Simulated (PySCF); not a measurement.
Compound: C5H6N (charge +1).
Numbering: `[cH:1]1[cH:2][cH:3][nH+:4][cH:5][cH:6]1` (hydrogens: H7 on C1; H8 on C2; H9 on C3; H10 on N4; H11 on C5; H12 on C6)

Structure used (PBE0-D3(BJ)/def2-SVP), in Å, numbered top down from 1:
```xyz
12
C5H6N angstrom
C      1.390   -0.010    0.024
C      0.701    1.204    0.016
C     -0.682    1.189   -0.012
N     -1.328    0.010   -0.031
C     -0.699   -1.179   -0.024
C      0.683   -1.215    0.003
H      2.483   -0.018    0.046
H      1.228    2.159    0.031
H     -1.297    2.091   -0.020
H     -2.348    0.017   -0.052
H     -1.327   -2.072   -0.041
H      1.197   -2.177    0.009
```

Theory: core-valence-separated Tamm–Dancoff BHandHLYP/aug-pcX-1 (pcseg-1 on H) in PySCF, non-relativistic, gas phase, PBE0-D3(BJ)/def2-SVP geometry.

Computed carbon K-edge spectrum, Gaussian lines of 0.8 eV full width, highest printed point 100; it ends one width below the last computed root. BHandHLYP without relativity tends to put these K edges a few eV too low, so spacings mean more than positions.

| photon energy (eV) | absorption |
| --- | --- |
| 281.2 | 1 |
| 281.4 | 2 |
| 281.6 | 7 |
| 281.8 | 16 |
| 282.0 | 25 |
| 282.2 | 30 |
| 282.4 | 32 |
| 282.6 | 43 |
| 282.8 | 66 |
| 283.0 | 92 |
| 283.2 | 100 |
| 283.4 | 83 |
| 283.6 | 52 |
| 283.8 | 25 |
| 284.0 | 9 |
| 284.2 | 3 |
| 284.4 | 1 |
| 284.6 | 0 |
| 284.8 | 0 |
| 285.0 | 0 |
| 285.2 | 0 |
| 285.4 | 0 |
| 285.6 | 0 |
| 285.8 | 0 |
| 286.0 | 1 |
| 286.2 | 2 |
| 286.4 | 2 |
| 286.6 | 3 |
| 286.8 | 4 |
| 287.0 | 7 |
| 287.2 | 12 |
| 287.4 | 17 |
| 287.6 | 21 |
| 287.8 | 25 |
| 288.0 | 29 |
| 288.2 | 30 |
| 288.4 | 26 |

Question: Assign the maxima to core holes.

Answer: 2 maxima:
- 283.2 eV: C3/C5 (aromatic CH next to a ring nitrogen), 283.30 eV, f = 0.148, sum of 2, 1s→π*, 57 % of the height at the exact maximum; C2/C6 (aromatic CH carbon), 283.00 eV, f = 0.116, sum of 2, 1s→π*, 42 % of the height at the exact maximum
- 288.1 eV: C3/C5 (aromatic CH next to a ring nitrogen), 288.17 eV, f = 0.045, sum of 2, 61 % of the height at the exact maximum; C1 (aromatic CH carbon), 287.87 eV, f = 0.018, 18 % of the height at the exact maximum; C2/C6 (aromatic CH carbon), 288.41 eV, f = 0.015, sum of 2, 15 % of the height at the exact maximum

Further lines of some strength in the range: C1, 282.14 eV, f = 0.064; C2/C6, 287.40 eV, f = 0.030, sum of 2.

Roots within 0.03 eV on the same or equivalent atoms count as one line; shares under 12 % aren't listed.

Vibrational structure and lifetime widths aren't in the curve. The ionisation threshold wasn't computed; near and above it a finite basis only mimics Rydberg series and continuum.
